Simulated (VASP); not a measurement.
Input of a VASP 6.6.1 run:

The input INCAR:

```
  PREC = Accurate
  ENCUT = 520
  EDIFF = 1E-6
  ISMEAR = 1
  SIGMA = 0.1
  LREAL = F
  LASPH = T
  NELM = 80
  ALGO = Normal
  ISIF = 2
  LWAVE = F
  LCHARG = F
  GGA = PS
  NBANDS = 16
  ICORELEVEL = 1
```

KPOINTS

```
regular mesh
0
Gamma
  12 12 24
```

The input POSCAR:

```
NbN
1.0
    3.0953245800      0.0000000000      0.0000000000
    0.0000000000      3.0953245800      0.0000000000
    1.5476622900      1.5476622900      2.1887250000
Nb N
1 1
Direct
    0.5000000000      0.5000000000      0.0000000000
    0.0000000000      0.0000000000      0.0000000000
```

Potentials or basis: VASP PAW PBE potentials, release 64 (Nb_sv, N).

The run is started by

```sh
$ cat potpaw_PBE.64/Nb_sv/POTCAR potpaw_PBE.64/N/POTCAR > POTCAR
$ mpirun -np 1 vasp_std > vasp.out
```

Question: Estimate the band gap on the k mesh.

Answer: None (metal or under the smearing width).

Question: Estimate the pressure.

Answer: 0.1 GPa.

Core levels (eV, on the scale of the bands):
| atom | levels |
| --- | --- |
| 1 Nb | 1s -18789.0, 2s -2614.3, 2p -2332.4, 3s -422.7, 3p -330.6, 3d -180.1 |
| 2 N | 1s -364.4 |

Caveat: the PAW data sets were made with another functional, which shifts forces and pressure a little.
